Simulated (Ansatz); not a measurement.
We consider rutile RuO2, described by r²SCAN-D4 (Ansatz, a program for electronic structure, plane waves, PAW).

Numerical settings: plane-wave cutoff 560 eV, 12×12×18 k mesh (along the axes of the cell as run), Fermi–Dirac smearing 0.05 eV, no spin polarisation, scalar-relativistic PAW data made under PBE.

The volume scan:

| V (Å³/atom) | E − E_lowest (meV/atom) | P (GPa) |
|---|---|---|
| 9.923 | 15.83 | 12.73 |
| 10.130 | 3.82 | 6.02 |
| 10.337 | 0.00 | 0.01 |
| 10.543 | 3.52 | -5.37 |
| 10.750 | 13.60 | -10.17 |

Task: What bulk modulus B0 and pressure derivative B′ does a third-order Birch–Murnaghan fit give?

Result: V0 = 10.337 Å³/atom, B0 = 284 GPa, B′ = 4.6 (fit to the energies at full precision).

Shape and atoms are relaxed at each volume.

Measured, for comparison: bulk modulus 270 GPa (room temperature, not corrected to a static lattice; as tabulated in LI and ZENG (2008), arXiv:0807.3251). Computed (rounded) less measured: bulk modulus +5 %. A static lattice is as a rule a little smaller and stiffer than an uncorrected measurement, which narrows the difference in the bulk modulus and would widen misses of the other sign.

Note: the bulk modulus comes from volumes at which shape and atoms were relaxed.

The computed numbers hold no vibrational or temperature effects.

It cost very roughly 30 core-minutes of CPU time.
